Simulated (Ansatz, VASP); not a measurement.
## Al in VASP and in Ansatz

File INCAR:

```
SYSTEM = Al
PREC = Accurate
ENCUT = 600
EDIFF = 1E-6
ISMEAR = 0
SIGMA = 0.1
LREAL = .FALSE.
LASPH = .TRUE.
NELM = 100
ALGO = Fast
ISIF = 3
LWAVE = .FALSE.
LCHARG = .FALSE.
GGA = PE
IBRION = 2
NSW = 90
EDIFFG = -0.04
```

KPOINTS

```
Automatic mesh
0
G
  6 6 6
  0 0 0
```

File POSCAR:

```
Al
1.0
    3.4870451354     -1.9528309263      0.0000000000
    3.4870451354      1.9528309263      0.0000000000
   -0.1074337021      0.0000000000      3.2591242688
Al
3
Direct
    0.6760000000      0.6760000000      0.6750000000
    0.3240000000      0.3240000000      0.3250000000
    0.0000000000      0.0000000000      0.0000000000
```

Input for Ansatz:

```yaml
crystal:
  lattice:
    - [3.4870451354, -1.9528309263, 0.0]
    - [3.4870451354, 1.9528309263, 0.0]
    - [-0.1074337021, 0.0, 3.2591242688]
  atoms:
    - { symbol: Al, position: [0.676, 0.676, 0.675] }
    - { symbol: Al, position: [0.324, 0.324, 0.325] }
    - { symbol: Al, position: [0.0, 0.0, 0.0] }
basis:
  ecutwfc: 420
kpoints:
  mp_grid: { grid: [6, 6, 6] }
hamiltonian:
  xc: pbe
scf:
  occupations: { method: gaussian, width: 0.1 }
  lower_state_search: "off"
output:
  forces: true
  stress: true
  eigenvalues: true
relax:
  adjacent_minimum: "off"
  f_tol: 0.04
  max_steps: 70
  cell: { stress_tol: 0.4 }
```

Alike in both runs: task relaxation of cell and atoms; functional PBE; k mesh 6 × 6 × 6; occupations gaussian, width 0.1 eV; no spin polarisation.

```csv
,VASP,Ansatz
version,VASP 6.6.1,Ansatz 0.2.0
potentials or method,"VASP PAW PBE potentials, release 64 (Al)","scalar-relativistic, plane waves, PAW"
plane-wave cutoff (eV),600,420
valence electrons in the cell,9,9
```

|  | VASP | Ansatz | Ansatz less VASP |
| --- | --- | --- | --- |
| gap on the k mesh at the Fermi level, each at its own relaxed structure (eV) | none | none | - |
| relaxed volume (Å³/atom) | 16.42 | 16.47 | +0.047 |
| relaxed cell length with the largest relative difference (Å) | 5.005 | 4.925 | -0.0791 |
| energy change over the relaxation (meV/atom) | -451 | -451 | +0.2 |

A gap of «none» marks a metal or a gap that the smearing closes.
